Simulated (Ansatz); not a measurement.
# MoS2 (P-3m1) in Ansatz: reference runs

Reference runs on MoS2: the cell as given and a disturbed copy.

Everything below comes from runs of Ansatz 0.2.0. Logs are shortened: lines on timing, memory, paths and dates and some standing lists are left out, and cuts for length are marked.

### Step 1. The structure

It takes space group P-3m1 (No. 164, trigonal). The conventional cell has a = 3.227 Å, b = 3.227 Å, c = 6.312 Å, α = 90.00°, β = 90.00°, γ = 120.00°. Mo (site symmetry -3m) has 6 S at 2.42 Å as nearest neighbours. Around S (site symmetry 3m) lie 3 Mo at 2.42 Å.

Measurements of this composition are mostly on another form, of space group No. 194.

### Step 2. Single point, PBEsol

input.yaml reads:

```yaml
crystal:
  lattice:
    - [3.2274645616, 0.0, 0.0]
    - [-1.6137322808, 2.7950663001, 0.0]
    - [0.0, 0.0, 6.31247342]
  atoms:
    - { symbol: Mo, position: [0.0, 0.0, 0.5] }
    - { symbol: S, position: [0.6666666667, 0.3333333333, 0.74468068] }
    - { symbol: S, position: [0.3333333333, 0.6666666667, 0.25531932] }
kpoints:
  mp_grid: { grid: [9, 9, 4] }
scf:
  occupations: { method: fermi_dirac, width: 0.05 }
hamiltonian:
  xc: pbesol
  pseudopotentials: { kind: all_electron, lapw: { basis_error: 0.001 } }
output:
  forces: true
  stress: true
  eigenvalues: true
  populations: true
```

Potentials or basis: all-electron LAPW, scalar-relativistic.

Run with:

```bash
ansatz run input.yaml --threads 2 --pin off --max-ram 8192MiB --backend cpu --events-out ev --progress --plain --runs-dir out
```

The program printed:

```text
Warning: RAYON_NUM_THREADS=2 ignored (pool sized by the plan → 2); use --threads N
Mo: projections on atomic orbitals take those of the free atom 1s2 2s2 2p6 3s2 3p6 3d10 4s2 4p6 4d5 5s1, of charge +0.00 (hamiltonian.pseudopotentials.projection_atoms)
S: projections on atomic orbitals take those of the free atom 1s2 2s2 2p6 3s2 3p4, of charge +0.00 (hamiltonian.pseudopotentials.projection_atoms)
LAPW: plane waves up to 8.236 Å⁻¹, error target 1.0e-3 eV per atom; small_component_spin mean_spin; S in spheres of 1.074 Å, 14 of its electrons in bands, Dirac shells []; Mo in spheres of 1.346 Å, 30 of its electrons in bands, Dirac shells [] (how accurate: hamiltonian.pseudopotentials.lapw.basis_error, Limitations)
Engine: ansatz 0.2.0, aarch64-unknown-linux-gnu
Pseudopotentials: kind: all_electron
Pseudopotential: Mo, LAPW, valence charge 30, lapw/all_electron/scalar/gaussian/Mo, Koelling and Harmon's equation, gaussian nucleus
Pseudopotential: S, LAPW, valence charge 14, lapw/all_electron/scalar/gaussian/S, Koelling and Harmon's equation, gaussian nucleus
Functional definition: PBEsol
  exchange = pbesol_x
  correlation = pbesol_c
Crystal: 3 atoms, lattice volume = 56.945 Å³
Basis set: ecut = 258.43632922653296 eV, 527 PW (Γ), exchange–correlation at level 2
Bands: 35, of which v1, the nominal top of the filled ones, is band 29 counted from 1 (28 counted from 0)
Symmetry: 12 space group operations
Space group: P-3m1 (ITA 164), of the structure as read, at distance tolerance 3.8e-5 Å
k-points: 43 of 324
Non-local potential: Mo, projectors of the file, none
Non-local potential: S, projectors of the file, none
Initial density: superposition of atomic densities (chi_scale 0.1, normalization cell, long waves kept (reshape's long-wave potential 0.17 eV rms))
Initial wavefunctions: plane waves of lowest kinetic energy (no species holds an atomic orbital)
Functional: x = pbesol(κ = 0.804, μ = 0.12345679012345678), c = pbesol(β = 0.046)
iter 1 solved again at ethr=6.57e-3 eV; its pass at ethr=1.00e-1 eV (dr2=3.81e0 eV) is discarded
SCF iter   1: F=—  HF=-131813.952542 eV  |F-HF|=—  |Δ(HF+E_count)|=         —  Δρ=6.48e-2  dr2=3.81e0  ethr=6.57e-3  ⟨swp⟩=2.0  Hψ=10012  notcnv=0
preconditioner: auto → LDOS  [metal: Δε(μ)=0.039 eV  Ē_g=10.075 eV  σ=0.050 eV  W_gap=0.19  n_scr=22 (ndim 8)  ℏωp=20.9 eV  f_vac=0.132  D(μ)=1.58/eV (n_scr^D=4)  β→1.0]
iter 2 solved again at ethr=5.54e-4 eV; its pass at ethr=6.57e-3 eV (dr2=3.21e-1 eV) is discarded
SCF iter   2: F=—  HF=-131812.614225 eV  |F-HF|=—  |Δ(HF+E_count)|=    1.34e0  Δρ=2.51e-2  dr2=3.23e-1  ethr=5.54e-4  ⟨swp⟩=2.0  Hψ=7534  notcnv=0
SCF iter   3: F=—  HF=-131812.415003 eV  |F-HF|=—  |Δ(HF+E_count)|=   1.99e-1  Δρ=7.55e-3  dr2=3.95e-2  ethr=5.54e-4  ⟨swp⟩=3.0  Hψ=4886  notcnv=0
SCF iter   4: F=—  HF=-131812.387102 eV  |F-HF|=—  |Δ(HF+E_count)|=         —  Δρ=1.95e-3  dr2=4.76e-3  ethr=6.81e-5  ⟨swp⟩=3.0  Hψ=4883  notcnv=0
the basis was enlarged: its passes take 1.3 MiB over the memory plan, 2 of 2 planned eigensolver slots
SCF iter   5: F=—  HF=-131812.386484 eV  |F-HF|=—  |Δ(HF+E_count)|=   6.18e-4  Δρ=3.09e-4  dr2=1.66e-4  ethr=8.21e-6  ⟨swp⟩=2.1  Hψ=4243  notcnv=0
SCF iter   6: F=—  HF=-131812.386451 eV  |F-HF|=—  |Δ(HF+E_count)|=   3.24e-5  Δρ=5.25e-5  dr2=1.91e-6  ethr=2.86e-7  ⟨swp⟩=2.0  Hψ=4240  notcnv=0
SCF iter   7: F=-131812.386451 eV  HF=-131812.386451 eV  |F-HF|=8.73e-10  |Δ(HF+E_count)|=   5.44e-7  Δρ=1.26e-5  dr2=6.02e-8  ethr=3.29e-9  ⟨swp⟩=2.2  Hψ=4250  notcnv=0
SCF 1 converged in 7 iterations: F = -131812.386451 eV  dr2 = 6.02e-8
SCF converged after 7 iterations
Free energy (F): -131812.386451 eV
Harris-Foulkes:  -131812.386451 eV  (|F-HF|=8.73e-10)
Internal energy: -131812.377729 eV  (E = F + TS)
E sigma→0 (E₀):  -131812.382090 eV
Entropy (-TS):   -0.008722 eV (-2.907 meV/atom)
Fermi energy:    11.261794 eV
--- Per-component energies (eV) ---
  E_band       = -6862.799702
  E_kinetic    = 135887.141521
  E_xc         = -4671.708223
  E_electrostatic = -263027.811027  (all electrons and nuclei)
  E_smearing   = -0.008722  (= −TS)
  E_closure    = 0.000000  (closes the sum)
  E_atoms      = -131789.879735  (free atoms, spherical and without spin; not in F)
  Σ components = -131812.386451   (vs F -131812.386451, Δ=0.00e0)
  Basis errors (estimates in eV, not in F): energy 4.9e-4 per atom: plane waves 4.4e-4 (2.6e-4 summed), levels above the bands 1.6e-61, relativity 1.5e-8, radial functions 4.8e-5, core shells 2.4e-7; eigenvalues (radial functions only) 2.5e-6; not estimated: angular momenta, meshes, grids; target (lapw.basis_error) 1.0e-3; muffin-tin radii S 1.074 Å, Mo 1.346 Å
--- Forces (eV/Å), atoms counted from 1 ---
  atom   1  Mo     0.00000000    -0.00000000     0.00000000
  atom   2  S      0.00000000    -0.00000000     0.01987097
  atom   3  S      0.00000000     0.00000000    -0.01987097
  max |Σ_I F_I| component: 6.63e-32 eV/Å
--- Stress (GPa, compression-positive) ---
       -4.667911      -0.000000      -0.000000
        0.000000      -4.667911      -0.000000
       -0.000000      -0.000000      -0.961517
  P = ⅓ Tr σ = -3.4324 GPa (-34.324 kbar)
--- Band table (eV; the first three rows and the last of 43) ---
  k-point 0: bands = ["-365.0692", "-365.0692", "-365.0362", "-207.2417", "-207.2417", "-207.2122", "-207.2122", "-207.2050", "-194.3942", "-194.3942", "-139.4689", "-139.4689", "-139.4689", "-139.4689", "-139.4227", "-139.4227", "-50.4153", "-24.4757", "-24.4369", "-24.4369", "-3.5559", "-2.0939", "4.5716", "7.2331", "7.2331", "9.4482", "10.1846", "10.3100", "10.3100", "10.9699", "10.9699", "14.4734", "14.4734", "17.2085", "17.3400"]
  k-point 1: bands = ["-365.0692", "-365.0692", "-365.0362", "-207.2417", "-207.2417", "-207.2122", "-207.2122", "-207.2050", "-194.3942", "-194.3942", "-139.4689", "-139.4689", "-139.4689", "-139.4689", "-139.4227", "-139.4227", "-50.4153", "-24.4757", "-24.4369", "-24.4369", "-3.4738", "-2.2342", "4.9122", "7.2377", "7.2377", "8.4384", "10.3068", "10.3068", "10.8706", "10.9356", "10.9356", "14.5527", "14.5527", "17.1012", "18.0391"]
  k-point 2: bands = ["-365.0692", "-365.0692", "-365.0362", "-207.2417", "-207.2417", "-207.2122", "-207.2122", "-207.2050", "-194.3942", "-194.3942", "-139.4689", "-139.4689", "-139.4689", "-139.4689", "-139.4227", "-139.4227", "-50.4153", "-24.4758", "-24.4369", "-24.4369", "-3.3715", "-2.3922", "5.3664", "7.2423", "7.2423", "7.6655", "10.3037", "10.3037", "10.9021", "10.9021", "11.2006", "14.6327", "14.6327", "17.1729", "18.8106"]
  k-point 42: bands = ["-365.0692", "-365.0692", "-365.0362", "-207.2417", "-207.2417", "-207.2122", "-207.2122", "-207.2050", "-194.3942", "-194.3942", "-139.4689", "-139.4689", "-139.4689", "-139.4689", "-139.4227", "-139.4227", "-50.3797", "-24.6652", "-24.6652", "-24.4013", "-1.4513", "-1.4513", "5.6916", "5.6916", "6.0528", "7.4691", "7.4691", "7.4776", "11.6267", "11.6267", "11.8925", "14.8735", "14.8735", "18.8913", "18.9149"]
--- Löwdin populations: 3 sites ---
  site symbol       q [e]
     0     Mo     41.6317
     1      S     16.0887
     2      S     16.0887
  spilling = 0.002580 (of n_electrons = 74.000000)
```

It took 10 s on 2 threads of Arm Neoverse V1, shared host; peak memory 0.39 GiB.

Results:

```
Free energy            : -131812.3865 eV
Pressure               : -3.4 GPa
Largest force          : 0.020 eV/Å
Band gap on the k mesh : none (metal or under the smearing width)
```

Forces on the atoms (eV/Å):
```
Mo   0.000  0.000  0.000
S    0.000  0.000  0.020
S    0.000  0.000 -0.020
```

Stress tensor (GPa, compression positive):
```
-4.67  0.00  0.00
 0.00 -4.67  0.00
 0.00  0.00 -0.96
```

Levels at points of the mesh, in eV from the Fermi level:
```csv
k point,band 27,band 28,band 29,band 30,band 31,band 32
"(0.00, 0.00, 0.00)",-1.08,-0.95,-0.95,-0.29,-0.29,3.21
"(0.00, 0.00, -0.50)",-0.96,-0.96,-0.36,-0.36,-0.06,3.37
```

Caveat: this functional lacks dispersion, which binds the layers, so the pressure and a relaxed spacing across them are unreliable.

### Step 3. Equation of state, PBEsol

Potentials or basis: all-electron LAPW, scalar-relativistic.

No new run: the results of the series are fitted here.

What came out:

```
Equilibrium volume                        : 18.50 Å³/atom
Bulk modulus at fixed shape and positions : 142 GPa
Pressure derivative of the bulk modulus   : 4.4
```

Energy against volume, from the lowest point:
```
volume (Å³/atom)  energy (meV/atom)
          17.843              10.83
          18.222               1.67
          18.602               0.00
          18.982               5.03
          19.361              16.06
          19.741              32.44
          20.120              53.62
```

Caveat: the cell was scaled at fixed shape and fractional positions, which overstates the stiffness of a crystal with free parameters, most of all of layers and chains; this functional lacks dispersion, which binds the layers, so the pressure and a relaxed spacing across them are unreliable.

### Step 4. Single point, PBEsol (atoms moved at random, drawn with an rms of 0.05 Å)

input.yaml: that of step 2 with these lines changed.

```diff
@@ -6,5 +6,5 @@
   atoms:
-    - { symbol: Mo, position: [0.0, 0.0, 0.5] }
-    - { symbol: S, position: [0.6666666667, 0.3333333333, 0.74468068] }
-    - { symbol: S, position: [0.3333333333, 0.6666666667, 0.25531932] }
+    - { symbol: Mo, position: [-0.005971, -0.018267, 0.499297] }
+    - { symbol: S, position: [0.655641, 0.322237, 0.748237] }
+    - { symbol: S, position: [0.333808, 0.686877, 0.252564] }
 kpoints:
```

Potentials or basis: all-electron LAPW, scalar-relativistic.

Run with:

```bash
ansatz run input.yaml --threads 2 --pin off --max-ram 8192MiB --backend cpu --events-out ev --progress --plain --runs-dir out
```

The program printed:

```text
Warning: RAYON_NUM_THREADS=2 ignored (pool sized by the plan → 2); use --threads N
Mo: projections on atomic orbitals take those of the free atom 1s2 2s2 2p6 3s2 3p6 3d10 4s2 4p6 4d5 5s1, of charge +0.00 (hamiltonian.pseudopotentials.projection_atoms)
S: projections on atomic orbitals take those of the free atom 1s2 2s2 2p6 3s2 3p4, of charge +0.00 (hamiltonian.pseudopotentials.projection_atoms)
LAPW: plane waves up to 8.463 Å⁻¹, error target 1.0e-3 eV per atom; small_component_spin mean_spin; S in spheres of 1.050 Å, 14 of its electrons in bands, Dirac shells []; Mo in spheres of 1.312 Å, 30 of its electrons in bands, Dirac shells [] (how accurate: hamiltonian.pseudopotentials.lapw.basis_error, Limitations)
[... 59 lines left out ...]
  k-point 1: bands = ["-365.0793", "-365.0699", "-365.0468", "-207.2477", "-207.2462", "-207.2227", "-207.2182", "-207.2131", "-194.3981", "-194.3877", "-139.4815", "-139.4666", "-139.4638", "-139.4609", "-139.4253", "-139.4191", "-50.4086", "-24.4758", "-24.4352", "-24.4015", "-3.4161", "-2.2284", "4.9506", "7.3223", "7.4016", "8.4460", "10.1689", "10.2879", "10.7632", "11.0994", "11.1829", "14.3088", "14.5744", "17.2115", "17.9981"]
  k-point 2: bands = ["-365.0793", "-365.0699", "-365.0468", "-207.2477", "-207.2462", "-207.2227", "-207.2182", "-207.2131", "-194.3981", "-194.3877", "-139.4814", "-139.4665", "-139.4638", "-139.4609", "-139.4253", "-139.4191", "-50.4086", "-24.4758", "-24.4352", "-24.4015", "-3.3018", "-2.4004", "5.4324", "7.2774", "7.3753", "7.7290", "10.1643", "10.2793", "10.9565", "11.0764", "11.2688", "14.3917", "14.6491", "17.3189", "18.7281"]
  k-point 162: bands = ["-365.0793", "-365.0699", "-365.0468", "-207.2477", "-207.2462", "-207.2227", "-207.2182", "-207.2131", "-194.3981", "-194.3877", "-139.4815", "-139.4666", "-139.4638", "-139.4609", "-139.4253", "-139.4191", "-50.3796", "-24.7092", "-24.5002", "-24.4125", "-1.8643", "-1.5813", "5.1859", "6.0614", "7.0027", "7.0921", "8.1946", "8.4042", "10.5546", "11.7666", "12.6824", "13.9931", "15.7081", "17.3297", "18.2161"]
--- Löwdin populations: 3 sites ---
  site symbol       q [e]
     0     Mo     41.6274
     1      S     16.0958
     2      S     16.0879
  spilling = 0.002552 (of n_electrons = 74.000000)
```

It took 65 s on 2 threads of Arm Neoverse V1, shared host; peak memory 0.69 GiB.

What came out:

```
Free energy            : -131812.3502 eV
Pressure               : -4.8 GPa
Largest force          : 0.556 eV/Å
Band gap on the k mesh : none (metal or under the smearing width)
```

Forces in eV/Å, atoms in the order of the input:
```
Mo  -0.256  0.372  0.261
S    0.052  0.131 -0.380
S    0.204 -0.503  0.119
```

Stress tensor (GPa, compression positive):
```
-4.67 -0.42 -0.65
-0.42 -6.47  2.72
-0.65  2.72 -3.30
```

### Step 5. Overview

| task | cell | cutoff (eV) | gap on the mesh (eV) | pressure (GPa) | largest force (eV/Å) |
| --- | --- | --- | --- | --- | --- |
| single point | as given | 258 | none | -3.4 | 0.02 |
| equation of state | as given | - | - | - | - |
| single point | atoms moved at random, drawn with an rms of 0.05 Å | 273 | none | -4.8 | 0.56 |

Alike in all rows: level PBEsol; potentials or basis all-electron LAPW, scalar-relativistic; no spin polarisation; k mesh 9 × 9 × 4; smearing fermi-dirac 0.05 eV; basis error allowed 0.001 eV/atom.

Caveats: this functional lacks dispersion, which binds the layers, so the pressure and a relaxed spacing across them are unreliable (some runs); the cell was scaled at fixed shape and fractional positions, which overstates the stiffness of a crystal with free parameters, most of all of layers and chains (some runs).

Compare energies only between runs with the same functional and basis.
